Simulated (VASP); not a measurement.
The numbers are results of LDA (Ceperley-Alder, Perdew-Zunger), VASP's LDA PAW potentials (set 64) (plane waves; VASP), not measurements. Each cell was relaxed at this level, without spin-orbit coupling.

Q: Which of these comes out without a gap?
A. CaF2, Fm-3m (225)
B. PtAl2, Fm-3m (225)
C. BaF2, Fm-3m (225)
D. AgCl, Fm-3m (225)

A: B, PtAl2, Fm-3m (225). The others have gaps of 0.65 eV (AgCl, Fm-3m (225)), 6.60 eV (BaF2, Fm-3m (225)), 7.31 eV (CaF2, Fm-3m (225)).
